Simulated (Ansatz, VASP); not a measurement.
# MoS2: VASP beside Ansatz

Wanted: the spread between two codes on one cell, functional and k mesh. The structure shown is the start of the Ansatz relaxation below; VASP solves that cell, so the two are compared at the walk's first step.

Main program and level: Ansatz 0.2.0; plane waves, with VASP 6.6.1 beside it; single point at PBEsol with D3(BJ).

## Step 1: Set-up

The cell holds 3 atoms: 2 S and 1 Mo. Cell: a = 3.160 Å, b = 3.160 Å, c = 33.400 Å, α = 90.0°, β = 90.0°, γ = 120.0°. It derives from MoS2. Vacuum lies along c.

## Step 2: Ansatz: relaxation, PBEsol with D3(BJ)

Ansatz runs on its default PAW (the set named soft_2) files.

The two programs are compared at the cell with which this relaxation starts, whose forces are those of its first step.

Input file input.yaml:

```yaml
crystal:
  lattice:
    - [3.1599999999, 0.0, 0.0]
    - [-1.58, 2.7366402759, 0.0]
    - [0.0, 0.0, 33.4]
  atoms:
    - { symbol: S, position: [0.75000033, 0.24999967, 0.4538750021] }
    - { symbol: Mo, position: [0.08333367, 0.91666633, 0.4999079373] }
    - { symbol: S, position: [0.75000033, 0.24999967, 0.5461249979] }
  periodic: [true, true, false]
kpoints:
  mp_grid: { grid: [9, 9, 1] }
hamiltonian:
  xc: pbesol
  dispersion: d3bj
scf:
  occupations: { method: fermi_dirac, width: 0.02 }
relax:
  f_tol: 0.01
  max_steps: 100
  cell: {}
```

Launch:

```bash
$ ansatz run input.yaml --threads 3 --pin off --max-ram 92160MiB --backend cuda --events-out ev --progress --plain --runs-dir out --devices 1 --max-vram 13GiB
```

Numbers of over 12 decimals in the logs are rounded to 6 here.

Log:

```text
GPUs: using 1 of 1 available (devices: 1).
Engine: ansatz 0.2.0, x86_64-unknown-linux-gnu
Pseudopotentials: kind: paw
Pseudopotential: S, paw, valence charge 6, recommended cutoff 420 eV (normal), S.paw.azcp
Pseudopotential: Mo, paw, valence charge 14, recommended cutoff 420 eV (normal), Mo.paw.azcp
Functional definition: PBEsol
  exchange = pbesol_x
  correlation = pbesol_c
device memory: the entry about to start is reckoned to put 1.4 GiB on a device that reports 26.1 GiB free (of which the cap on the GPU budget leaves the run 13.0 GiB)
GPU FFT provider: cuFFT
GPU libraries: cuBLAS 13.8.2, cuFFT 12.4.0, cuSOLVER 12.3.4
Crystal: 3 atoms, lattice volume = 288.836 Å³
Basis set: ecut = 420 eV, 5583 PW (Γ), exchange–correlation on 48×48×450 points (8 copies of the dense FFT grid, shifted against one another)
Bands: 17, of which v1, the nominal top of the filled ones, is band 13 counted from 1 (12 counted from 0)
Symmetry: 6 space group operations
Space group: P3m1 (ITA 156), of the structure as read, at distance tolerance 6.6e-5 Å
k-points: 12 of 81 (time reversal used)
Non-local potential: S, projectors of the file, l = 0: 2, l = 1: 2, l = 2: 2
Non-local potential: Mo, projectors of the file, l = 0: 3, l = 1: 2, l = 2: 2, l = 3: 1
PAW form: soft (Blöchl's): semilocal exchange-correlation on the pseudo side does not see the compensation charge
PAW frozen core: S, regenerated for the run's functional, and the local potential with it (the file was generated under x = pbe(κ = 0.804, μ = 0.219515), c = pbe(β = 0.066725))
PAW frozen core: Mo, regenerated for the run's functional, and the local potential with it (the file was generated under x = pbe(κ = 0.804, μ = 0.219515), c = pbe(β = 0.066725))
PAW one-centre angular grid: S, 110 points (default); XC on 64 Gauss nodes
PAW one-centre angular grid: Mo, 590 points (default); XC on 64 Gauss nodes
Initial density: superposition of atomic densities (neutral atoms: chi_scale 0, normalization atom), corrected by the library's trained network
Initial wavefunctions: pseudopotential atomic-orbital guess
GPU buffer pool allocated for 129600 grid points (all kernels)
GPU transforms: local potential and band sums: pruned to the plane-wave sphere, on 24×24×225
Functional: x = pbesol(κ = 0.804, μ = 0.123457), c = pbesol(β = 0.046)
SCF iter   1: F=—  HF=-6670.863631 eV  |F-HF|=—  |Δ(HF+E_count)|=         —  Δρ=3.16e-3  dr2=3.84e-2  ethr=1.77e-3  ⟨swp⟩=15.8  Hψ=2156  notcnv=0
preconditioner: auto → Resta (q_TF=auto, 1.826 Å⁻¹)  ε∞=2.3  [insulator: Δε(μ)=1.599 eV  Ē_g=8.179 eV  σ=0.020 eV  W_gap=1.00  n_scr=18 (ndim 8)  ℏωp=9.3 eV  f_vac=0.788  D(μ)=0.00/eV (n_scr^D=0)  ε∞_Penn≈2.3  vacuum switching on, ρ_ref=4.9e-3 e/Å³]
SCF iter   2: F=—  HF=-6670.869196 eV  |F-HF|=—  |Δ(HF+E_count)|=   5.56e-3  Δρ=2.49e-3  dr2=3.54e-2  ethr=1.48e-4  ⟨swp⟩=4.3  Hψ=595  notcnv=0
SCF iter   3: F=—  HF=-6670.864732 eV  |F-HF|=—  |Δ(HF+E_count)|=   4.46e-3  Δρ=1.18e-3  dr2=1.79e-3  ethr=1.36e-4  ⟨swp⟩=2.8  Hψ=333  notcnv=0
SCF iter   4: F=—  HF=-6670.866847 eV  |F-HF|=—  |Δ(HF+E_count)|=   2.11e-3  Δρ=3.29e-4  dr2=5.60e-4  ethr=6.90e-6  ⟨swp⟩=3.1  Hψ=493  notcnv=0
SCF iter   5: F=—  HF=-6670.866864 eV  |F-HF|=—  |Δ(HF+E_count)|=   1.71e-5  Δρ=1.51e-4  dr2=3.71e-4  ethr=2.15e-6  ⟨swp⟩=3.0  Hψ=345  notcnv=0
SCF iter   6: F=—  HF=-6670.866861 eV  |F-HF|=—  |Δ(HF+E_count)|=   2.43e-6  Δρ=1.16e-4  dr2=9.68e-5  ethr=1.43e-6  ⟨swp⟩=3.1  Hψ=360  notcnv=0
SCF iter   7: F=—  HF=-6670.866888 eV  |F-HF|=—  |Δ(HF+E_count)|=   2.69e-5  Δρ=1.85e-5  dr2=1.50e-6  ethr=3.72e-7  ⟨swp⟩=2.9  Hψ=339  notcnv=0
SCF iter   8: F=—  HF=-6670.866890 eV  |F-HF|=—  |Δ(HF+E_count)|=   1.63e-6  Δρ=1.02e-5  dr2=2.04e-7  ethr=5.76e-9  ⟨swp⟩=3.1  Hψ=453  notcnv=0
SCF iter   9: F=-6670.866890 eV  HF=-6670.866890 eV  |F-HF|=3.75e-8  |Δ(HF+E_count)|=   1.56e-8  Δρ=3.51e-6  dr2=4.58e-8  ethr=3.85e-10  ⟨swp⟩=7.2  Hψ=1031  notcnv=0
SCF 1 converged in 9 iterations: F = -6670.866890 eV  dr2 = 4.58e-8
  greatest PAW one-centre occupation: 0.999 electrons in one spin orbital (limit 2), on the Mo atom at site 1 (counted from 0), in its partial waves of l = 0
relax step   1: F+E_penalty+E_count = -6670.86688975 eV  Δ(F+E_penalty+E_count) = +0.000e0 eV  max|allowed force component| = 2.173e-1 eV/Å  Δτ_max = 0.0000 Å  P = -2.017 N/m  Ω = 288.836 Å³  fix = [c, alpha, beta]  reactions: c -0.000 N/m  (9 SCF iters, dr2 threshold 1.00e-7 eV, accepted)
[...]
relax step   3: F+E_penalty+E_count = -6670.88616992 eV  Δ(F+E_penalty+E_count) = -7.112e-3 eV  max|allowed force component| = 2.589e-2 eV/Å  Δτ_max = 0.0202 Å  P = -0.119 N/m  Ω = 281.189 Å³  energy of the carried Pulay correction = +1.140e-4 eV  fix = [c, alpha, beta]  reactions: c -0.000 N/m  (8 SCF iters, dr2 threshold 3.00e-7 eV, accepted)
[...]
relax step   4: F+E_penalty+E_count = -6670.88621387 eV  Δ(F+E_penalty+E_count) = -4.396e-5 eV  max|allowed force component| = 3.290e-3 eV/Å  Δτ_max = 0.0007 Å  P = -0.019 N/m  Ω = 281.011 Å³  energy of the carried Pulay correction = +1.167e-4 eV  fix = [c, alpha, beta]  reactions: c -0.000 N/m  (6 SCF iters, dr2 threshold 4.19e-8 eV, accepted)
[...]
relax step   5: F+E_penalty+E_count = -6670.88609378 eV  Δ(F+E_penalty+E_count) = +1.201e-4 eV  max|allowed force component| = 3.271e-3 eV/Å  Δτ_max = 0.0000 Å  P = -0.019 N/m  Ω = 281.011 Å³  fix = [c, alpha, beta]  reactions: c -0.000 N/m  stress off target by 1.91e-2 N/m on what of the cell is left free  SCF on the basis re-selected at this cell (its energy is not comparable with the rows above)  (8 SCF iters)
basis re-selected at this cell: Δ(F+E_penalty+E_count) = +1.201e-4 eV, ΔP = -0.000 N/m vs the last step (what re-selecting the basis moved, of the pressure what is left beyond the Pulay correction that the steps carried, after the strain that the cell walked since its last selection, with what the two solves' SCF thresholds leave and, on support functions, any second-order correction that the steps lacked; it is no m [...]
SCF converged after 8 iterations
Free energy (F): -6670.886094 eV
Harris-Foulkes:  -6670.886094 eV  (|F-HF|=8.00e-11)
Internal energy: -6670.886094 eV  (E = F + TS)
E sigma→0 (E₀):  -6670.886094 eV
Fermi energy:    -4.989517 eV
--- Per-component energies (eV) ---
  E_band       = -576.473442
  E_kinetic    = 657.634928
  E_local      = -52104.120981  (includes V_loc(G=0)·N_el)
  E_nonlocal   = 201.464421
  E_hartree    = 25614.204018
  E_xc         = -376.064198
  E_vxc        = -405.044455  (∫ρ·V_xc dr)
  E_paw        = -4311.981025  (= ΣΔE_a)
  E_vpaw       = -154.815534  (= ΣTr[D̂ρ^β])
  E_aug_tail   = 0.000033  (compensation charges beyond the density's cutoff)
  E_ewald      = 23648.392954
  E_disp       = -0.749441  (pairwise vdW)
  E_core_change = 0.333198  (= ΣΔE_core)
  E_smearing   = -0.000000  (= −TS)
  E_closure    = 0.000000  (closes the sum)
  Σ components = -6670.886094   (vs F -6670.886094, Δ=0.00e0)
--- Forces (eV/Å), atoms counted from 1 ---
  atom   1  S      0.00000000    -0.00000000     0.00224536
  atom   2  Mo     0.00000000    -0.00000000     0.00102559
  atom   3  S      0.00000000    -0.00000000    -0.00327081
  max |Σ_I F_I| component: 1.45e-7 eV/Å
--- 2D stress c σ (N/m, compression-positive) ---
       -0.019128       0.000000       0.000000
        0.000000      -0.019128      -0.000000
        0.000000      -0.000000      -0.000000
  P = ½ c Tr σ = -0.0191 N/m
--- Band table (eV; the first three rows and the last of 12) ---
  k-point 0: bands = [... 9 lower, -7.8750, -7.3541, -7.3541, -6.1013, -2.9855, -2.9855, -2.7230, -2.7230]
  k-point 1: bands = [... 9 lower, -8.3217, -7.6549, -7.0176, -6.1755, -3.2442, -3.2004, -2.9403, -2.6625]
  k-point 2: bands = [... 9 lower, -8.2619, -7.7810, -7.1946, -6.6074, -3.7530, -3.3447, -3.0281, -2.0579]
  k-point 11: bands = [... 9 lower, -9.5147, -8.9436, -8.1761, -5.9366, -4.0413, -2.9300, -2.1769, -0.7013]
--- Relaxed structure (4 steps of the walk, 4 accepted, 1 SCFs on fresh bases) ---
  F+E_penalty+E_count = -6670.88609378 eV   max|allowed force component| = 3.271e-3 eV/Å   (the final SCF, on the basis selected at the relaxed cell)
  cell:  # Å, volume = 281.0110 Å³
    - [3.116902, 2.847376583720288e-11, 0]
    - [-1.558451, 2.699316, 0]
    - [0, 0, 33.4]
  atoms:
    - { symbol: S, position: [0.75, 0.250000, 0.453139] }
    - { symbol: Mo, position: [0.083333, 0.916667, 0.499969] }
    - { symbol: S, position: [0.75, 0.250000, 0.546800] }
```

## Step 3: VASP: single point, PBEsol with D3(BJ), start cell, pair 1

The same cell, functional, mesh and smearing now go to VASP, with its own data sets.

Lines of VASP's logs that name or quote its potential files are left out, and so is its time.

Input file INCAR:

```
SYSTEM = MoS2
PREC = Accurate
ENCUT = 400
EDIFF = 1E-06
NELM = 120
ISMEAR = -1
SIGMA = 0.02
LREAL = .FALSE.
ALGO = Normal
GGA = PS
IVDW = 12
NBANDS = 19
LASPH = .TRUE.
LORBIT = 11
LWAVE = .FALSE.
LCHARG = .FALSE.
ISIF = 2
LDIPOL = .TRUE.
IDIPOL = 3
DIPOL = 0.5 0.5 0.5
LVHAR = .TRUE.
GGA_COMPAT = .FALSE.
EFERMI = MIDGAP
NELMDL = -8
KPAR = 2
```

Input file POSCAR:

```
MoS2
1.0
    3.1600000000      0.0000000000      0.0000000000
   -1.5800000000      2.7366400000      0.0000000000
    0.0000000000      0.0000000000     33.4000000000
S Mo
2 1
Direct
    0.7500000000      0.2500000000      0.4538750000
    0.7500000000      0.2500000000      0.5461250000
    0.0833333942      0.9166667885      0.4999079341
```

Input file KPOINTS:

```
Automatic mesh
0
Gamma
9 9 1
0 0 0
```

Potentials, in the order of the species: S and Mo_sv (PBE family, release 64).

Launch:

```bash
$ mpirun -np 2 vasp_std
```

Log:

```text
[banner, memory and clock lines left out]
running    2 mpi-ranks, on    1 nodes
 distrk:  each k-point on    1 cores,    2 groups
 distr:  one band on    1 cores,    1 groups

 POSCAR found type information on POSCAR S Mo
 POSCAR found :  2 types and       3 ions
|                                                                             |
|               ----> ADVICE to this user running VASP <----                  |
|                                                                             |
|     You enforced a specific xc type in the INCAR file but a different       |
|     [... a line on the potential file left out ...]
|     I HOPE YOU KNOW WHAT YOU ARE DOING!                                     |
|                                                                             |

 LDA part: xc-table for (Slater+PW92), standard interpolation
 POSCAR, INCAR and KPOINTS ok, starting setup
 FFT: planning ... GRIDC
 FFT: planning ... GRID_SOFT
 FFT: planning ... GRID
 WAVECAR not read
 entering main loop
       N       E                     dE             d eps       ncg     rms          rms(c)
DAV:   1     0.132946333500E+03    0.13295E+03   -0.11755E+04   648   0.830E+02
DAV:   2    -0.127869881239E+02   -0.14573E+03   -0.14099E+03   661   0.197E+02
DAV:   3    -0.247537711706E+02   -0.11967E+02   -0.11924E+02   629   0.531E+01
DAV:   4    -0.248920239996E+02   -0.13825E+00   -0.13795E+00   601   0.650E+00
DAV:   5    -0.248952012715E+02   -0.31773E-02   -0.31771E-02   604   0.930E-01
DAV:   6    -0.248953120304E+02   -0.11076E-03   -0.11076E-03   613   0.156E-01
DAV:   7    -0.248953173644E+02   -0.53340E-05   -0.53340E-05   615   0.302E-02
DAV:   8    -0.248953176545E+02   -0.29013E-06   -0.28991E-06   589   0.648E-03    0.260E+01
DAV:   9    -0.237790269781E+02    0.11163E+01   -0.10314E+01   489   0.200E+01    0.896E+00
DAV:  10    -0.236168923023E+02    0.16213E+00   -0.48747E+00   499   0.127E+01    0.610E+00
DAV:  11    -0.234201743109E+02    0.19672E+00   -0.10438E+00   511   0.627E+00    0.159E+00
DAV:  12    -0.234205876295E+02   -0.41332E-03   -0.38766E-02   572   0.118E+00    0.874E-01
DAV:  13    -0.234165512090E+02    0.40364E-02   -0.20650E-02   523   0.931E-01    0.131E-01
DAV:  14    -0.234162709527E+02    0.28026E-03   -0.74873E-04   521   0.189E-01    0.545E-02
[...]
DAV:  19    -0.234167068664E+02   -0.12999E-03   -0.11724E-05   576   0.179E-02    0.686E-03
DAV:  20    -0.234167424104E+02   -0.35544E-04   -0.21612E-06   462   0.806E-03    0.174E-03
DAV:  21    -0.234167956700E+02   -0.53260E-04   -0.21492E-06   465   0.619E-03    0.303E-03
DAV:  22    -0.234168071824E+02   -0.11512E-04   -0.32976E-07   441   0.297E-03    0.738E-04
DAV:  23    -0.234168174943E+02   -0.10312E-04   -0.21188E-07   391   0.141E-03    0.375E-04
DAV:  24    -0.234168213998E+02   -0.39055E-05   -0.84934E-08   390   0.777E-04    0.169E-04
DAV:  25    -0.234168229643E+02   -0.15645E-05   -0.27645E-08   332   0.483E-04    0.210E-04
DAV:  26    -0.234168234406E+02   -0.47625E-06   -0.64734E-09   321   0.270E-04
   1 F= -.24147839E+02 E0= -.24147839E+02  d E =-.413649E-19
```

Parts of OUTCAR (step 3):

```text
ion  position               nearest neighbor table
   1  0.750  0.250  0.454-   3 2.39   3 2.39   3 2.39
   2  0.750  0.250  0.546-   3 2.39   3 2.39   3 2.39
   3  0.083  0.917  0.500-   1 2.39   1 2.39   1 2.39   2 2.39   2 2.39   2 2.39

  LATTYP: Found a hexagonal cell.
 ALAT       =     3.1600000000
 C/A-ratio  =    10.5696202532

 Subroutine GETGRP returns: Found  6 space group operations
 (whereof  2 operations were pure point group operations)

The static configuration has the point symmetry C_1h.
 The point group associated with its full space group is C_3v.

 Found     12 irreducible k-points:

   k-points           NKPTS =     12   k-points in BZ     NKDIM =     12   number of bands    NBANDS=     19

   dimension x,y,z NGX =    24 NGY =   24 NGZ =  224
   dimension x,y,z NGXF=    48 NGYF=   48 NGZF=  448

   ENCUT  =  400.0 eV  29.40 Ry    5.42 a.u.   5.15  5.15 54.47*2*pi/ulx,y,z

   NELECT =      26.0000    total number of electrons

 k-points in reciprocal lattice and weights: Automatic mesh
   0.00000000  0.00000000  0.00000000       0.012
   0.11111111  0.00000000  0.00000000       0.074
   0.22222222 -0.00000000  0.00000000       0.074
   0.33333333  0.00000000  0.00000000       0.074
   0.44444444 -0.00000000  0.00000000       0.074
   0.11111111  0.11111111  0.00000000       0.074
   0.22222222  0.11111111  0.00000000       0.148
   0.33333333  0.11111111  0.00000000       0.148
   0.44444444  0.11111111  0.00000000       0.074
   0.22222222  0.22222222  0.00000000       0.074
   0.33333333  0.22222222  0.00000000       0.148
   0.33333333  0.33333333  0.00000000       0.025

 dipolmoment           0.000000      0.000000     -0.000257 electrons x Angstroem

 average (electrostatic) potential at core
       1 -94.8505       2 -94.8506       3 -84.8687

 E-fermi :  -2.7491

 k-point     1 :       0.0000    0.0000    0.0000
  band No.  band energies     occupation
    ...
      9      -6.3346      2.00000
     10      -5.3665      2.00000
     11      -5.1677      2.00000
     12      -5.1677      2.00000
     13      -3.5778      2.00000
     14      -0.7580      0.00000
     15      -0.7580      0.00000
     16      -0.4365      0.00000
     17      -0.4365      0.00000
     18       1.9254      0.00000
    ...

 k-point     2 :       0.1111    0.0000    0.0000
  band No.  band energies     occupation
    ...
      9      -6.1444      2.00000
     10      -6.1366      2.00000
     11      -5.4533      2.00000
     12      -4.6831      2.00000
     13      -3.6854      2.00000
     14      -0.9555      0.00000
     15      -0.8992      0.00000
     16      -0.6491      0.00000
     17      -0.4342      0.00000
     18       2.2316      0.00000
    ...

 k-point     3 :       0.2222   -0.0000    0.0000
  band No.  band energies     occupation
    ...
      9      -7.0521      2.00000
     10      -6.0341      2.00000
     11      -5.6162      2.00000
     12      -4.7931      2.00000
     13      -4.1809      2.00000
     14      -1.3366      0.00000
     15      -1.0563      0.00000
     16      -0.7555      0.00000
     17       0.1878      0.00000
     18       2.9101      0.00000
    ...

 Edisp (eV)   -0.73102

  Total      -1.17404    -1.17404     0.41577     0.00000     0.00000     0.00000
  in kB      -6.51244    -6.51244     2.30627     0.00000     0.00000     0.00000
  external pressure =       -3.57 kB  Pullay stress =        0.00 kB

  energy-cutoff  :      400.00
  volume of cell :      288.84
      direct lattice vectors                 reciprocal lattice vectors
     3.160000000  0.000000000  0.000000000     0.316455696  0.182705800  0.000000000
    -1.580000000  2.736640000  0.000000000     0.000000000  0.365411600  0.000000000
     0.000000000  0.000000000 33.400000000     0.000000000  0.000000000  0.029940120

 POSITION                                       TOTAL-FORCE (eV/Angst)
 -----------------------------------------------------------------------------------
      1.97500      0.68416     15.15942         0.000000     -0.000000     -0.221121
      1.97500      0.68416     18.24058         0.000000     -0.000000      0.122873
     -1.18500      2.50859     16.69692        -0.000000      0.000000      0.098248
 -----------------------------------------------------------------------------------
    total drift:                               -0.000041     -0.000136     -0.000123

  FREE ENERGIE OF THE ION-ELECTRON SYSTEM (eV)
  ---------------------------------------------------
  free  energy   TOTEN  =       -24.1478390496 eV

  energy  without entropy=      -24.1478390496  energy(sigma->0) =      -24.14783905

 vacuum level on the upper side and lower side of the slab         2.354         2.360

 total charge
# of ion       s       p       d       tot
------------------------------------------
    1        1.356   2.333   0.000   3.689
    2        1.357   2.330   0.000   3.687
    3        2.300   6.232   3.993  12.526
--------------------------------------------------
tot          5.014  10.895   3.993  19.902

[... 3 further parts left out ...]
```

This run has no spin polarisation, so a moment on Mo, if there is one, isn't seen.

## Step 4: Comparison

Known differences besides the potentials themselves: Ansatz cuts the interaction across the vacuum, VASP repeats the sheet with a dipole correction; the cutoff is 420 eV in Ansatz and 400 eV in VASP; Ansatz makes its cores anew for this functional, VASP keeps those of its PBE data sets. Total energies have different zeros and are not compared.

Forces (eV/Å; atoms numbered as in POSCAR):

```
atom        Ansatz x, y, z          VASP x, y, z
  S1  0.000, 0.000, -0.217  0.000, 0.000, -0.221
  S2   0.000, 0.000, 0.119   0.000, 0.000, 0.123
 Mo3   0.000, 0.000, 0.098   0.000, 0.000, 0.098
```

The forces differ by 1.8 meV/Å r.m.s., which is 2.0 % of the r.m.s. force of 0.090 eV/Å (both taken over all components). With vacuum in the cell, a pressure given here is an average over mostly empty space and none of the material.

[end of part 1 of 2]

[Lines on the potential files, build, host, timing and source positions are cut from VASP's logs without a mark.]

[Logs are printed without paths, hosts, clocks, repeated set-up lines and the standing remarks that a program may print on its own settings, such as how far it seeks lower states.]

[Hosts, paths, dates, database ids (printed as entryN), source tags and the programs' standing remarks are cut or masked in the printed files.]
